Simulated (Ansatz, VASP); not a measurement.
# GaSb: VASP beside Ansatz, part 2 of 4

Wanted: the spread between two codes on one cell, functional and k mesh. Of the first pair: The structure shown is the start of the Ansatz relaxation below; VASP solves that cell, so the two are compared at the walk's first step.

VASP 6.6.1 and Ansatz 0.2.0.

So far: Set-up; Ansatz: relaxation, r2SCAN.

**3. VASP: single point, r2SCAN, start cell, pair 1**

Level of this step: r2SCAN; plane waves and PAW (Ga_d, Sb) (VASP).

The same cell, functional, mesh and smearing now go to VASP, with its own data sets.

Lines of VASP's logs that name or quote its potential files are left out, and so is its time.

The input, INCAR:

```
SYSTEM = GaSb
PREC = Accurate
ENCUT = 440
EDIFF = 1E-06
NELM = 120
ISMEAR = 0
SIGMA = 0.02
LREAL = .FALSE.
ALGO = Normal
METAGGA = R2SCAN
LASPH = .TRUE.
NBANDS = 15
LORBIT = 11
LWAVE = .FALSE.
LCHARG = .FALSE.
ISIF = 2
ISYM = 2
GGA_COMPAT = .FALSE.
EFERMI = MIDGAP
LMIXTAU = .TRUE.
KPAR = 2
```

The input, POSCAR:

```
GaSb
1.0
   -0.0309510000      3.0366010000      3.0795360000
    3.0366010000     -0.0309510000      3.0795360000
    3.0056510000      3.0056510000      0.0000000000
Ga Sb
1 1
Direct
    0.0007122826      0.0007122826      0.9993020240
    0.7492877174      0.7492877174      0.7506980592
```

The input, KPOINTS:

```
Points of the shifted mesh
1728
Reciprocal
 0.0416666667  0.0416666667  0.0416666667 1
 0.0416666667  0.0416666667  0.1250000000 1
 0.0416666667  0.0416666667  0.2083333333 1
 0.0416666667  0.0416666667  0.2916666667 1
 0.0416666667  0.0416666667  0.3750000000 1
 0.0416666667  0.0416666667  0.4583333333 1
 0.0416666667  0.0416666667  0.5416666667 1
 0.0416666667  0.0416666667  0.6250000000 1
 0.0416666667  0.0416666667  0.7083333333 1
 0.0416666667  0.0416666667  0.7916666667 1
 0.0416666667  0.0416666667  0.8750000000 1
 0.0416666667  0.0416666667  0.9583333333 1
 0.0416666667  0.1250000000  0.0416666667 1
 0.0416666667  0.1250000000  0.1250000000 1
 0.0416666667  0.1250000000  0.2083333333 1
 0.0416666667  0.1250000000  0.2916666667 1
 0.0416666667  0.1250000000  0.3750000000 1
 0.0416666667  0.1250000000  0.4583333333 1
 0.0416666667  0.1250000000  0.5416666667 1
 0.0416666667  0.1250000000  0.6250000000 1
 0.0416666667  0.1250000000  0.7083333333 1
 0.0416666667  0.1250000000  0.7916666667 1
 0.0416666667  0.1250000000  0.8750000000 1
 0.0416666667  0.1250000000  0.9583333333 1
 0.0416666667  0.2083333333  0.0416666667 1
 0.0416666667  0.2083333333  0.1250000000 1
 0.0416666667  0.2083333333  0.2083333333 1
 0.0416666667  0.2083333333  0.2916666667 1
 0.0416666667  0.2083333333  0.3750000000 1
 0.0416666667  0.2083333333  0.4583333333 1
 0.0416666667  0.2083333333  0.5416666667 1
 0.0416666667  0.2083333333  0.6250000000 1
 0.0416666667  0.2083333333  0.7083333333 1
 0.0416666667  0.2083333333  0.7916666667 1
 0.0416666667  0.2083333333  0.8750000000 1
 0.0416666667  0.2083333333  0.9583333333 1
 0.0416666667  0.2916666667  0.0416666667 1
 0.0416666667  0.2916666667  0.1250000000 1
 0.0416666667  0.2916666667  0.2083333333 1
 0.0416666667  0.2916666667  0.2916666667 1
 0.0416666667  0.2916666667  0.3750000000 1
 0.0416666667  0.2916666667  0.4583333333 1
 0.0416666667  0.2916666667  0.5416666667 1
 0.0416666667  0.2916666667  0.6250000000 1
 0.0416666667  0.2916666667  0.7083333333 1
 0.0416666667  0.2916666667  0.7916666667 1
 0.0416666667  0.2916666667  0.8750000000 1
 0.0416666667  0.2916666667  0.9583333333 1
 0.0416666667  0.3750000000  0.0416666667 1
 0.0416666667  0.3750000000  0.1250000000 1
 0.0416666667  0.3750000000  0.2083333333 1
 0.0416666667  0.3750000000  0.2916666667 1
 0.0416666667  0.3750000000  0.3750000000 1
 0.0416666667  0.3750000000  0.4583333333 1
 0.0416666667  0.3750000000  0.5416666667 1
 0.0416666667  0.3750000000  0.6250000000 1
 0.0416666667  0.3750000000  0.7083333333 1
 0.0416666667  0.3750000000  0.7916666667 1
 0.0416666667  0.3750000000  0.8750000000 1
 0.0416666667  0.3750000000  0.9583333333 1
 0.0416666667  0.4583333333  0.0416666667 1
 0.0416666667  0.4583333333  0.1250000000 1
 0.0416666667  0.4583333333  0.2083333333 1
 0.0416666667  0.4583333333  0.2916666667 1
 0.0416666667  0.4583333333  0.3750000000 1
 0.0416666667  0.4583333333  0.4583333333 1
 0.0416666667  0.4583333333  0.5416666667 1
 0.0416666667  0.4583333333  0.6250000000 1
 0.0416666667  0.4583333333  0.7083333333 1
 0.0416666667  0.4583333333  0.7916666667 1
 0.0416666667  0.4583333333  0.8750000000 1
 0.0416666667  0.4583333333  0.9583333333 1
 0.0416666667  0.5416666667  0.0416666667 1
 0.0416666667  0.5416666667  0.1250000000 1
 0.0416666667  0.5416666667  0.2083333333 1
 0.0416666667  0.5416666667  0.2916666667 1
 0.0416666667  0.5416666667  0.3750000000 1
 0.0416666667  0.5416666667  0.4583333333 1
 0.0416666667  0.5416666667  0.5416666667 1
 0.0416666667  0.5416666667  0.6250000000 1
 0.0416666667  0.5416666667  0.7083333333 1
 0.0416666667  0.5416666667  0.7916666667 1
 0.0416666667  0.5416666667  0.8750000000 1
 0.0416666667  0.5416666667  0.9583333333 1
 0.0416666667  0.6250000000  0.0416666667 1
 0.0416666667  0.6250000000  0.1250000000 1
 0.0416666667  0.6250000000  0.2083333333 1
 0.0416666667  0.6250000000  0.2916666667 1
 0.0416666667  0.6250000000  0.3750000000 1
 0.0416666667  0.6250000000  0.4583333333 1
 0.0416666667  0.6250000000  0.5416666667 1
 0.0416666667  0.6250000000  0.6250000000 1
 0.0416666667  0.6250000000  0.7083333333 1
 0.0416666667  0.6250000000  0.7916666667 1
 0.0416666667  0.6250000000  0.8750000000 1
 0.0416666667  0.6250000000  0.9583333333 1
 0.0416666667  0.7083333333  0.0416666667 1
 0.0416666667  0.7083333333  0.1250000000 1
 0.0416666667  0.7083333333  0.2083333333 1
 0.0416666667  0.7083333333  0.2916666667 1
 0.0416666667  0.7083333333  0.3750000000 1
 0.0416666667  0.7083333333  0.4583333333 1
 0.0416666667  0.7083333333  0.5416666667 1
 0.0416666667  0.7083333333  0.6250000000 1
 0.0416666667  0.7083333333  0.7083333333 1
 0.0416666667  0.7083333333  0.7916666667 1
 0.0416666667  0.7083333333  0.8750000000 1
 0.0416666667  0.7083333333  0.9583333333 1
 0.0416666667  0.7916666667  0.0416666667 1
 0.0416666667  0.7916666667  0.1250000000 1
 0.0416666667  0.7916666667  0.2083333333 1
 0.0416666667  0.7916666667  0.2916666667 1
[... 1390 lines left out ...]
 0.8750000000  0.4583333333  0.1250000000 1
 0.8750000000  0.4583333333  0.2083333333 1
 0.8750000000  0.4583333333  0.2916666667 1
 0.8750000000  0.4583333333  0.3750000000 1
 0.8750000000  0.4583333333  0.4583333333 1
 0.8750000000  0.4583333333  0.5416666667 1
 0.8750000000  0.4583333333  0.6250000000 1
 0.8750000000  0.4583333333  0.7083333333 1
 0.8750000000  0.4583333333  0.7916666667 1
 0.8750000000  0.4583333333  0.8750000000 1
 0.8750000000  0.4583333333  0.9583333333 1
 0.8750000000  0.5416666667  0.0416666667 1
 0.8750000000  0.5416666667  0.1250000000 1
 0.8750000000  0.5416666667  0.2083333333 1
 0.8750000000  0.5416666667  0.2916666667 1
 0.8750000000  0.5416666667  0.3750000000 1
 0.8750000000  0.5416666667  0.4583333333 1
 0.8750000000  0.5416666667  0.5416666667 1
 0.8750000000  0.5416666667  0.6250000000 1
 0.8750000000  0.5416666667  0.7083333333 1
 0.8750000000  0.5416666667  0.7916666667 1
 0.8750000000  0.5416666667  0.8750000000 1
 0.8750000000  0.5416666667  0.9583333333 1
 0.8750000000  0.6250000000  0.0416666667 1
 0.8750000000  0.6250000000  0.1250000000 1
 0.8750000000  0.6250000000  0.2083333333 1
 0.8750000000  0.6250000000  0.2916666667 1
 0.8750000000  0.6250000000  0.3750000000 1
 0.8750000000  0.6250000000  0.4583333333 1
 0.8750000000  0.6250000000  0.5416666667 1
 0.8750000000  0.6250000000  0.6250000000 1
 0.8750000000  0.6250000000  0.7083333333 1
 0.8750000000  0.6250000000  0.7916666667 1
 0.8750000000  0.6250000000  0.8750000000 1
 0.8750000000  0.6250000000  0.9583333333 1
 0.8750000000  0.7083333333  0.0416666667 1
 0.8750000000  0.7083333333  0.1250000000 1
 0.8750000000  0.7083333333  0.2083333333 1
 0.8750000000  0.7083333333  0.2916666667 1
 0.8750000000  0.7083333333  0.3750000000 1
 0.8750000000  0.7083333333  0.4583333333 1
 0.8750000000  0.7083333333  0.5416666667 1
 0.8750000000  0.7083333333  0.6250000000 1
 0.8750000000  0.7083333333  0.7083333333 1
 0.8750000000  0.7083333333  0.7916666667 1
 0.8750000000  0.7083333333  0.8750000000 1
 0.8750000000  0.7083333333  0.9583333333 1
 0.8750000000  0.7916666667  0.0416666667 1
 0.8750000000  0.7916666667  0.1250000000 1
 0.8750000000  0.7916666667  0.2083333333 1
 0.8750000000  0.7916666667  0.2916666667 1
 0.8750000000  0.7916666667  0.3750000000 1
 0.8750000000  0.7916666667  0.4583333333 1
 0.8750000000  0.7916666667  0.5416666667 1
 0.8750000000  0.7916666667  0.6250000000 1
 0.8750000000  0.7916666667  0.7083333333 1
 0.8750000000  0.7916666667  0.7916666667 1
 0.8750000000  0.7916666667  0.8750000000 1
 0.8750000000  0.7916666667  0.9583333333 1
 0.8750000000  0.8750000000  0.0416666667 1
 0.8750000000  0.8750000000  0.1250000000 1
 0.8750000000  0.8750000000  0.2083333333 1
 0.8750000000  0.8750000000  0.2916666667 1
 0.8750000000  0.8750000000  0.3750000000 1
 0.8750000000  0.8750000000  0.4583333333 1
 0.8750000000  0.8750000000  0.5416666667 1
 0.8750000000  0.8750000000  0.6250000000 1
 0.8750000000  0.8750000000  0.7083333333 1
 0.8750000000  0.8750000000  0.7916666667 1
 0.8750000000  0.8750000000  0.8750000000 1
 0.8750000000  0.8750000000  0.9583333333 1
 0.8750000000  0.9583333333  0.0416666667 1
 0.8750000000  0.9583333333  0.1250000000 1
 0.8750000000  0.9583333333  0.2083333333 1
 0.8750000000  0.9583333333  0.2916666667 1
 0.8750000000  0.9583333333  0.3750000000 1
 0.8750000000  0.9583333333  0.4583333333 1
 0.8750000000  0.9583333333  0.5416666667 1
 0.8750000000  0.9583333333  0.6250000000 1
 0.8750000000  0.9583333333  0.7083333333 1
 0.8750000000  0.9583333333  0.7916666667 1
 0.8750000000  0.9583333333  0.8750000000 1
 0.8750000000  0.9583333333  0.9583333333 1
 0.9583333333  0.0416666667  0.0416666667 1
 0.9583333333  0.0416666667  0.1250000000 1
 0.9583333333  0.0416666667  0.2083333333 1
 0.9583333333  0.0416666667  0.2916666667 1
 0.9583333333  0.0416666667  0.3750000000 1
 0.9583333333  0.0416666667  0.4583333333 1
 0.9583333333  0.0416666667  0.5416666667 1
 0.9583333333  0.0416666667  0.6250000000 1
 0.9583333333  0.0416666667  0.7083333333 1
 0.9583333333  0.0416666667  0.7916666667 1
 0.9583333333  0.0416666667  0.8750000000 1
 0.9583333333  0.0416666667  0.9583333333 1
 0.9583333333  0.1250000000  0.0416666667 1
 0.9583333333  0.1250000000  0.1250000000 1
 0.9583333333  0.1250000000  0.2083333333 1
 0.9583333333  0.1250000000  0.2916666667 1
 0.9583333333  0.1250000000  0.3750000000 1
 0.9583333333  0.1250000000  0.4583333333 1
 0.9583333333  0.1250000000  0.5416666667 1
 0.9583333333  0.1250000000  0.6250000000 1
 0.9583333333  0.1250000000  0.7083333333 1
 0.9583333333  0.1250000000  0.7916666667 1
 0.9583333333  0.1250000000  0.8750000000 1
 0.9583333333  0.1250000000  0.9583333333 1
 0.9583333333  0.2083333333  0.0416666667 1
 0.9583333333  0.2083333333  0.1250000000 1
 0.9583333333  0.2083333333  0.2083333333 1
 0.9583333333  0.2083333333  0.2916666667 1
 0.9583333333  0.2083333333  0.3750000000 1
 0.9583333333  0.2083333333  0.4583333333 1
 0.9583333333  0.2083333333  0.5416666667 1
 0.9583333333  0.2083333333  0.6250000000 1
 0.9583333333  0.2083333333  0.7083333333 1
 0.9583333333  0.2083333333  0.7916666667 1
 0.9583333333  0.2083333333  0.8750000000 1
 0.9583333333  0.2083333333  0.9583333333 1
 0.9583333333  0.2916666667  0.0416666667 1
 0.9583333333  0.2916666667  0.1250000000 1
 0.9583333333  0.2916666667  0.2083333333 1
 0.9583333333  0.2916666667  0.2916666667 1
 0.9583333333  0.2916666667  0.3750000000 1
 0.9583333333  0.2916666667  0.4583333333 1
 0.9583333333  0.2916666667  0.5416666667 1
 0.9583333333  0.2916666667  0.6250000000 1
 0.9583333333  0.2916666667  0.7083333333 1
 0.9583333333  0.2916666667  0.7916666667 1
 0.9583333333  0.2916666667  0.8750000000 1
 0.9583333333  0.2916666667  0.9583333333 1
 0.9583333333  0.3750000000  0.0416666667 1
 0.9583333333  0.3750000000  0.1250000000 1
 0.9583333333  0.3750000000  0.2083333333 1
 0.9583333333  0.3750000000  0.2916666667 1
 0.9583333333  0.3750000000  0.3750000000 1
 0.9583333333  0.3750000000  0.4583333333 1
 0.9583333333  0.3750000000  0.5416666667 1
 0.9583333333  0.3750000000  0.6250000000 1
 0.9583333333  0.3750000000  0.7083333333 1
 0.9583333333  0.3750000000  0.7916666667 1
 0.9583333333  0.3750000000  0.8750000000 1
 0.9583333333  0.3750000000  0.9583333333 1
 0.9583333333  0.4583333333  0.0416666667 1
 0.9583333333  0.4583333333  0.1250000000 1
 0.9583333333  0.4583333333  0.2083333333 1
 0.9583333333  0.4583333333  0.2916666667 1
 0.9583333333  0.4583333333  0.3750000000 1
 0.9583333333  0.4583333333  0.4583333333 1
 0.9583333333  0.4583333333  0.5416666667 1
 0.9583333333  0.4583333333  0.6250000000 1
 0.9583333333  0.4583333333  0.7083333333 1
 0.9583333333  0.4583333333  0.7916666667 1
 0.9583333333  0.4583333333  0.8750000000 1
 0.9583333333  0.4583333333  0.9583333333 1
 0.9583333333  0.5416666667  0.0416666667 1
 0.9583333333  0.5416666667  0.1250000000 1
 0.9583333333  0.5416666667  0.2083333333 1
 0.9583333333  0.5416666667  0.2916666667 1
 0.9583333333  0.5416666667  0.3750000000 1
 0.9583333333  0.5416666667  0.4583333333 1
 0.9583333333  0.5416666667  0.5416666667 1
 0.9583333333  0.5416666667  0.6250000000 1
 0.9583333333  0.5416666667  0.7083333333 1
 0.9583333333  0.5416666667  0.7916666667 1
 0.9583333333  0.5416666667  0.8750000000 1
 0.9583333333  0.5416666667  0.9583333333 1
 0.9583333333  0.6250000000  0.0416666667 1
 0.9583333333  0.6250000000  0.1250000000 1
 0.9583333333  0.6250000000  0.2083333333 1
 0.9583333333  0.6250000000  0.2916666667 1
 0.9583333333  0.6250000000  0.3750000000 1
 0.9583333333  0.6250000000  0.4583333333 1
 0.9583333333  0.6250000000  0.5416666667 1
 0.9583333333  0.6250000000  0.6250000000 1
 0.9583333333  0.6250000000  0.7083333333 1
 0.9583333333  0.6250000000  0.7916666667 1
 0.9583333333  0.6250000000  0.8750000000 1
 0.9583333333  0.6250000000  0.9583333333 1
 0.9583333333  0.7083333333  0.0416666667 1
 0.9583333333  0.7083333333  0.1250000000 1
 0.9583333333  0.7083333333  0.2083333333 1
 0.9583333333  0.7083333333  0.2916666667 1
 0.9583333333  0.7083333333  0.3750000000 1
 0.9583333333  0.7083333333  0.4583333333 1
 0.9583333333  0.7083333333  0.5416666667 1
 0.9583333333  0.7083333333  0.6250000000 1
 0.9583333333  0.7083333333  0.7083333333 1
 0.9583333333  0.7083333333  0.7916666667 1
 0.9583333333  0.7083333333  0.8750000000 1
 0.9583333333  0.7083333333  0.9583333333 1
 0.9583333333  0.7916666667  0.0416666667 1
 0.9583333333  0.7916666667  0.1250000000 1
 0.9583333333  0.7916666667  0.2083333333 1
 0.9583333333  0.7916666667  0.2916666667 1
 0.9583333333  0.7916666667  0.3750000000 1
 0.9583333333  0.7916666667  0.4583333333 1
 0.9583333333  0.7916666667  0.5416666667 1
 0.9583333333  0.7916666667  0.6250000000 1
 0.9583333333  0.7916666667  0.7083333333 1
 0.9583333333  0.7916666667  0.7916666667 1
 0.9583333333  0.7916666667  0.8750000000 1
 0.9583333333  0.7916666667  0.9583333333 1
 0.9583333333  0.8750000000  0.0416666667 1
 0.9583333333  0.8750000000  0.1250000000 1
 0.9583333333  0.8750000000  0.2083333333 1
 0.9583333333  0.8750000000  0.2916666667 1
 0.9583333333  0.8750000000  0.3750000000 1
 0.9583333333  0.8750000000  0.4583333333 1
 0.9583333333  0.8750000000  0.5416666667 1
 0.9583333333  0.8750000000  0.6250000000 1
 0.9583333333  0.8750000000  0.7083333333 1
 0.9583333333  0.8750000000  0.7916666667 1
 0.9583333333  0.8750000000  0.8750000000 1
 0.9583333333  0.8750000000  0.9583333333 1
 0.9583333333  0.9583333333  0.0416666667 1
 0.9583333333  0.9583333333  0.1250000000 1
 0.9583333333  0.9583333333  0.2083333333 1
 0.9583333333  0.9583333333  0.2916666667 1
 0.9583333333  0.9583333333  0.3750000000 1
 0.9583333333  0.9583333333  0.4583333333 1
 0.9583333333  0.9583333333  0.5416666667 1
 0.9583333333  0.9583333333  0.6250000000 1
 0.9583333333  0.9583333333  0.7083333333 1
 0.9583333333  0.9583333333  0.7916666667 1
 0.9583333333  0.9583333333  0.8750000000 1
 0.9583333333  0.9583333333  0.9583333333 1
```

PAW data sets: Ga_d and Sb (PBE family, release 64).

The run is started by

```
$ mpirun -np 2 vasp_std
```

What it wrote:

```text
[banner, memory and clock lines left out]
running    2 mpi-ranks, on    1 nodes
 distrk:  each k-point on    1 cores,    2 groups
 distr:  one band on    1 cores,    1 groups

 POSCAR found type information on POSCAR GaSb
 POSCAR found :  2 types and       2 ions
|                                                                             |
|               ----> ADVICE to this user running VASP <----                  |
|                                                                             |
|     You enforced a specific xc type in the INCAR file but a different       |
|     [... a line on the potential file left out ...]
|     I HOPE YOU KNOW WHAT YOU ARE DOING!                                     |
|                                                                             |

 LDA part: xc-table for (None), standard interpolation
 POSCAR, INCAR and KPOINTS ok, starting setup
 FFT: planning ... GRIDC
 FFT: planning ... GRID_SOFT
 FFT: planning ... GRID
 WAVECAR not read
 entering main loop
       N       E                     dE             d eps       ncg     rms          rms(c)
DAV:   1     0.467879811811E+02    0.46788E+02   -0.82892E+03 52400   0.139E+03
DAV:   2    -0.334843594021E+02   -0.80272E+02   -0.77582E+02 60289   0.291E+02
DAV:   3    -0.393245752387E+02   -0.58402E+01   -0.58251E+01 62109   0.665E+01
DAV:   4    -0.394236789284E+02   -0.99104E-01   -0.99088E-01 64129   0.981E+00
DAV:   5    -0.394259543091E+02   -0.22754E-02   -0.22753E-02 66100   0.131E+00    0.294E+00
DAV:   6    -0.375571675387E+02    0.18688E+01   -0.38534E-01 55291   0.984E+00    0.204E+00
DAV:   7    -0.376641393261E+02   -0.10697E+00   -0.35566E-01 57580   0.705E+00    0.618E-01
DAV:   8    -0.375816767284E+02    0.82463E-01   -0.23266E-01 52106   0.483E+00    0.190E-01
DAV:   9    -0.375927688456E+02   -0.11092E-01   -0.12948E-02 63712   0.955E-01    0.232E-01
DAV:  10    -0.375935640721E+02   -0.79523E-03   -0.34265E-03 55389   0.591E-01    0.485E-01
DAV:  11    -0.375975926794E+02   -0.40286E-02   -0.16928E-02 55095   0.103E+00    0.587E-02
DAV:  12    -0.375957414797E+02    0.18512E-02   -0.16309E-03 65231   0.323E-01    0.674E-02
DAV:  13    -0.375972821947E+02   -0.15407E-02   -0.46364E-04 57132   0.188E-01    0.546E-02
DAV:  14    -0.375977871266E+02   -0.50493E-03   -0.73657E-04 54899   0.195E-01    0.262E-02
DAV:  15    -0.375978104949E+02   -0.23368E-04   -0.50393E-05 69065   0.671E-02    0.473E-03
DAV:  16    -0.375978881849E+02   -0.77690E-04   -0.73715E-05 53422   0.635E-02    0.237E-03
DAV:  17    -0.375978891873E+02   -0.10025E-05   -0.24196E-06 71895   0.194E-02    0.164E-03
DAV:  18    -0.375978908543E+02   -0.16670E-05   -0.54728E-07 40053   0.898E-03    0.351E-04
DAV:  19    -0.375978912041E+02   -0.34980E-06   -0.13776E-07 33935   0.392E-03
   1 F= -.37597891E+02 E0= -.37597891E+02  d E =-.200300-125
```

(Continued in part 3 of 4.)

[Lines on the potential files, build, host, timing and source positions are cut from VASP's logs without a mark.]

[Logs are printed without paths, hosts, clocks, repeated set-up lines and the standing remarks that a program may print on its own settings, such as how far it seeks lower states.]

[Hosts, paths, dates, database ids (printed as entryN), source tags and the programs' standing remarks are cut or masked in the printed files.]
